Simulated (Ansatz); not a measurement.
# Te (bcc type): the cost of one run

Computed with Ansatz 0.2.0 (DFT PBE, with the methods named in each step, unless a step's input says otherwise).

## Step 1: The system as given

It takes space group Im-3m (No. 229, cubic). Conventional cell: a = 3.871 Å, b = 3.871 Å, c = 3.871 Å, α = 90.00°, β = 90.00°, γ = 90.00°. Around Te (site symmetry m-3m) lie 8 Te at 3.35 Å.

Coordinates:

```
CELL_PARAMETERS angstrom
-1.93544 1.93544 1.93544
1.93544 -1.93544 1.93544
1.93544 1.93544 -1.93544
ATOMIC_POSITIONS crystal
Te 0.00000 0.00000 0.00000
```

The PAW steps are scalar-relativistic and only prepare the cells; LAPW drops relativity.

## Step 2: Bcc relaxed, PAW

The input, input.yaml:

```yaml
crystal:
  lattice:
    - [-1.9354383203, 1.9354383203, 1.9354383203]
    - [1.9354383203, -1.9354383203, 1.9354383203]
    - [1.9354383203, 1.9354383203, -1.9354383203]
  atoms:
    - { symbol: Te, position: [0.0, 0.0, 0.0] }
kpoints:
  mp_grid: { grid: [15, 15, 15] }
scf:
  occupations: { method: fermi_dirac, width: 0.05 }
hamiltonian:
  xc: pbe
  pseudopotentials: { kind: paw }
output:
  forces: true
  stress: true
  write_density: true
  write_potential: true
  elf: true
  volumetric_format: npy
relax:
  f_tol: 0.005
  max_steps: 40
  cell: {}
```

Launch:

```console
> ansatz run input.yaml --threads 1 --pin off --max-ram 3072MiB --backend cpu --events-out ev --progress --plain --runs-dir out
```

What time and memory should one allow on 1 thread of Arm Neoverse V1, shared host?

About 8 s, with a peak of 0.33 GiB.
